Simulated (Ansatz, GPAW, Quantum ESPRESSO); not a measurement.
# SrCl2: valence-band photoemission, part 8 of 8

Wanted: projected DOS of SrCl2, weighted into photoemission and X-ray emission spectra, at several levels of theory.

Ansatz 0.2.0, Quantum ESPRESSO 7.5 and GPAW 26.7.0; DFT, PBEsol, plane-wave PAW, default files, scalar-relativistic (the session's first sound run).

So far. Step 5 (Quantum ESPRESSO: self-consistent run): At this level the gap is 5.14 eV on the k-mesh of the self-consistent run, which can miss the band edges. Step 8 (Quantum ESPRESSO: bands): The path shows an indirect gap of 5.14 eV (valence top at X, conduction bottom at Γ). The least direct gap is 5.37 eV.

### Step 10. Other settings: kpoints.mp_grid.grid = [8, 8, 8]

This step: DFT, PBEsol, plane-wave PAW, default files, scalar-relativistic; changed: kpoints.mp_grid.grid = [8, 8, 8] (Ansatz 0.2.0).

Some settings are changed to see whether the read-outs move.

input.yaml

```yaml
crystal:
  lattice:
    - [0.0, 3.48835, 3.48835]
    - [3.48835, 0.0, 3.48835]
    - [3.48835, 3.48835, 0.0]
  atoms:
    - { symbol: Sr, position: [0.0, 0.0, 0.0] }
    - { symbol: Cl, position: [0.75, 0.75, 0.75] }
    - { symbol: Cl, position: [0.25, 0.25, 0.25] }
kpoints:
  mp_grid: { grid: [8, 8, 8] }
scf:
  occupations: { method: fermi_dirac, width: 0.02 }
  n_extra_bands: 10
hamiltonian:
  xc: pbesol
  pseudopotentials: { kind: paw }
output:
  forces: true
  stress: true
  dos:
    projected: true
    de: 0.05
    e_range: [-28, 12]
    nscf_kmesh: { grid: [12, 12, 12] }
```

The run is started by

```
$ ansatz run input.yaml --threads 4 --pin off --max-ram 8192MiB --backend cpu --events-out ev --progress --plain --runs-dir out
```

Numbers of over 12 decimals in the logs are rounded to 6 here.

Log:

```text
[...]
Crystal: 3 atoms, lattice volume = 84.897 Å³
Basis set: ecut = 420 eV, 1639 PW (Γ), exchange–correlation on 72×72×72 points (8 copies of the dense FFT grid, shifted against one another)
Bands: 22, of which v1, the nominal top of the filled ones, is band 12 counted from 1 (11 counted from 0)
Symmetry: 48 space group operations
[...]
k-points: 29 of 512
[...]
SCF iter   1: F=—  HF=-5621.362946 eV  |F-HF|=—  |Δ(HF+E_count)|=         —  Δρ=3.92e-3  dr2=1.96e-2  ethr=1.77e-3  ⟨swp⟩=10.4  Hψ=4417  notcnv=0  defer=2
[...]
SCF iter   6: F=-5621.359119 eV  HF=-5621.359119 eV  |F-HF|=5.18e-10  |Δ(HF+E_count)|=   2.93e-7  Δρ=1.80e-6  dr2=1.73e-9  ethr=3.64e-10  ⟨swp⟩=8.7  Hψ=3285  notcnv=0
SCF 1 converged in 6 iterations: F = -5621.359119 eV  dr2 = 1.73e-9
[...]
SCF converged after 6 iterations
Free energy (F): -5621.359119 eV
[...]
Internal energy: -5621.359119 eV  (E = F + TS)
E sigma→0 (E₀):  -5621.359119 eV
Fermi energy:    5.612040 eV
[...]
--- Stress (GPa, compression-positive) ---
       -1.057395      -0.000000      -0.000000
        0.000000      -1.057395      -0.000000
       -0.000000       0.000000      -1.057395
  P = ⅓ Tr σ = -1.0574 GPa (-10.574 kbar)
--- Band table (eV; the first three rows and the last of 29) ---
  k-point 0: bands = [... 8 lower, 0.8659, 2.6853, 2.6853, 2.6853, 8.1687, 9.0038, 9.0038, 11.8356, ... 6 higher]
  k-point 1: bands = [... 8 lower, 0.9764, 2.4912, 2.5963, 2.5963, 8.5282, 9.1325, 9.1325, 11.1343, ... 6 higher]
  k-point 2: bands = [... 8 lower, 1.2374, 2.0810, 2.3734, 2.3734, 9.3044, 9.4044, 9.4044, 10.6699, ... 6 higher]
  k-point 28: bands = [... 8 lower, 1.7943, 1.7943, 2.7089, 2.9224, 9.1351, 9.9293, 10.1411, 10.1411, ... 6 higher]
```

The job ended after 2 s (4 threads of Arm Neoverse V2, shared host; peak memory 0.37 GiB; 7.2 s of CPU time).

Numbers from this step:

```
free energy                                    : -5621.3591 eV
Fermi energy                                   : 5.612 eV
pressure                                       : -1.057 GPa
gap on the k-mesh                              : 5.143 eV
share of occupied states in no projected shell : 0.0089 of the occupied states in the window
```

Maxima picked by a test of local sharpness, so broad peaks and shoulders can be missing; peaks within 0.45 eV of a curve's cut are left out. Valence peaks, by row:

| photon energy (eV) | binding energy (eV) | height (% of the maximum within 13 eV) | main shell | its share (%) |
| --- | --- | --- | --- | --- |
| 21.2 | 2.008 | 87.95 | Cl 3p | 99.95 |
| 21.2 | 0.4079 | 100 | Cl 3p | 99.99 |
| 40.8 | 14.86 | 290.5 | Sr 4p | 97.92 |
| 40.8 | 12.66 | 68.54 | Cl 3s | 85.1 |
| 40.8 | 2.008 | 88.69 | Cl 3p | 98.66 |
| 40.8 | 0.4079 | 100 | Cl 3p | 99.53 |
| 1487 | 14.86 | 196.3 | Sr 4p | 95.39 |
| 1487 | 12.66 | 100 | Cl 3s | 92.89 |
| 1487 | 2.008 | 67.34 | Cl 3p | 97.76 |
| 1487 | 0.4079 | 75.41 | Cl 3p | 99.31 |
| 9252 | 14.86 | 157.9 | Sr 4p | 94.39 |
| 9252 | 12.66 | 100 | Cl 3s | 93.86 |
| 9252 | 2.008 | 14.98 | Cl 3p | 85.98 |
| 9252 | 0.4079 | 15.2 | Cl 3p | 96.37 |

Spectra as before, but with a recipe of its own (widths, and in some runs the light), which changes peak heights and what is resolved: Gaussian 0.1 eV, Lorentzian 0.05 eV plus 0.05 times the binding energy, linear light, analyser at 54.7°, Fermi edge at 77 K; some photon energies differ too.

The two runs compared:

| quantity | this run | base run | difference |
| --- | --- | --- | --- |
| gap on the k-mesh (eV) | 5.1429 | 5.1429 | -4.1e-6 |

The gap on the k-mesh moves by 0.00 eV at most against the base run, and the converged energy is the same to the last digits.

### Step 11. One cell, several programs

Each program ran the same cell and functional with its own potentials and basis. Levels are from each run's zero of energy.

| quantity | Ansatz | QE | GPAW |
| --- | --- | --- | --- |
| gap on the path (eV) | 5.14 | 5.14 | 5.15 |

### Step 12. Outcome

| Item | Value |
| --- | --- |
| least gap on the mesh and the path | 5.14 eV |
| strongest listed peak within 13 eV of the zero, at 1486.7 eV | 12.7 eV binding, mostly Cl 3s |
| strongest listed peak within 13 eV of the zero, at 21.2 eV | 0.4 eV binding, mostly Cl 3p |
| PBEsol (3.5 s on 4 threads) | gap 5.14 eV, highest Al Kα peak within 13 eV at 12.7 eV (Cl 3s) |
| spin–orbit (33 s on 4 threads) | gap 5.14 eV, highest Al Kα peak within 13 eV at 12.7 eV (Cl 3s) |
| volume × 1.08 (3 s on 4 threads) | gap 4.87 eV, highest Al Kα peak within 13 eV at 12.6 eV (Cl 3s) |
| qe | gap 5.14 eV, highest Al Kα peak within 13 eV at 12.6 eV (Cl 3s) |
| other settings (2 s on 4 threads) | gap 5.14 eV, highest Al Kα peak within 13 eV at 12.7 eV (Cl 3s) |

What this shows: SrCl2 is an insulator or semiconductor at the base level (gap 5.14 eV), and its valence spectrum changes with photon energy as the shells' cross sections do. At 21.2 eV the valence spectrum has its highest listed peaks within 10.8 eV at 0.4 eV (Cl 3p) and 2.0 eV (Cl 3p). At 1486.7 eV the valence spectrum has its highest listed peaks within 13 eV at 0.4 eV (Cl 3p), 2.0 eV (Cl 3p) and 12.7 eV (Cl 3s), and the deeper Sr 4p line at 14.9 eV is higher still (without the spin–orbit splitting that a measurement shows). The shell named is the one with most of the intensity, cross sections included, not always the one with most states there. In the main run, from 1486.7 eV towards hard X-rays the Cl 3s share grows by 14 points, as its cross section falls more slowly with photon energy than those of the shells it gains on. With spin-orbit coupling on, the gap on the path stays within 0.02 eV. With volume scaled by 1.08, the gap on the path moves from 5.14 to 4.87 eV. The plane-wave programs agree on the gap on the path to 0.01 eV. At 21.2 eV the area is led by Cl 3p (100 %), at 8047.8 eV by Sr 4p (52 %), a shell that the model's window at 21.2 eV leaves out. Kohn–Sham levels aren't quasiparticle energies, so peak positions are approximate. Each run has its own recipe for the spectra (widths, photon energies, in some runs the light), so peak heights and places can differ between runs for that reason too. Semilocal Kohn–Sham gaps are too small as a rule.

[Logs are printed without paths, hosts, clocks, repeated set-up lines and the standing remarks that a program may print on its own settings, such as how far it seeks lower states.]

[Hosts, paths, dates, database ids (printed as entryN), source tags and the programs' standing remarks are cut or masked in the printed files.]

[Maps of the electrostatic potential energy from Ansatz leave out the sawtooth potential of an applied field or a dipole correction, so their vacuum need not be flat; work functions include it.]

[Peak lists hold at most the 14 tallest peaks of each spectrum; further lines can be left out.]
